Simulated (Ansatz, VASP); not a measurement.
# NiO: VASP beside Ansatz

```
Ni O
1.0
     0.00000    2.11335    2.11335
     2.11335    0.00000    2.11335
     2.11335    2.11335    0.00000
Ni O
1 1
Cartesian
  0.0000 0.0000 0.0000
  2.1134 2.1134 2.1134
```

Change from the starting cell: volume scaled by 1.04.

Alike in both runs: task single point; functional LDA; k mesh 11 × 11 × 11; occupations fermi-dirac, width 0.05 eV; collinear spin.

|  | VASP | Ansatz |
| --- | --- | --- |
| version | VASP 6.6.1 | Ansatz 0.2.0 |
| potentials or method | VASP PAW LDA potentials, release 64 (Ni, O), cutoff 520 eV | all-electron LAPW, scalar-relativistic |

Ansatz gave:

```
gap on the k mesh at the Fermi level (eV)                     : none
pressure (GPa)                                                : -25.7
net moment per atom (μB)                                      : 0.15
size of the moment on the site where the two differ most (μB) : 0.26
```

Task: What did VASP give for the same quantities?

Result: gap on the k mesh at the Fermi level (eV): none; pressure (GPa): -25.5; net moment per atom (μB): 0.11; size of the moment on the site where the two differ most (μB): 0.19.

Site moments also hang on the region over which each program counts them. A gap of «none» marks a metal or a gap that the smearing closes. Ansatz ran all-electron here, so the differences hold the error of VASP's frozen core and of both bases.

Caveats: semilocal functionals often make such compounds metallic where correlation or magnetic order opens a gap, which also shifts bond lengths; so large a pressure means that the cell lies far from this level's equilibrium, or that cutoff or potentials fall short (VASP).
